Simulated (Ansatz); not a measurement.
BN:

```
N B
1.0
     2.49824    0.00000    0.00000
    -1.24912    2.16354    0.00000
     0.00000    0.00000    6.63570
N B
2 2
Direct
  0.66667 0.33333 0.25000
  0.33333 0.66667 0.75000
  0.66667 0.33333 0.75000
  0.33333 0.66667 0.25000
```

Base run:

```yaml
Program: Ansatz 0.2.0
Functional: HSE03
Potentials_or_basis: Ansatz PAW
Cutoff: 420 eV
Density_cutoff: 1680 eV
k_mesh: 7 × 7 × 3
Occupations: fermi-dirac, width 0.05 eV
Spin: no spin polarisation
```

Its results: band gap on the k mesh 5.61 eV, indirect (least direct gap 5.84 eV).

Problem. The run is repeated on the same cell with these changes: k mesh from 7 × 7 × 3 to 6 × 6 × 2. What comes out?

Solution. Band gap on the k mesh 5.37 eV, indirect (least direct gap 5.83 eV).

Caveats: some runs use coarse meshes; the k mesh misses the band edges, so the gap on the mesh is wider than the one along the path (some runs).

Not every run made on this cell is shown here.
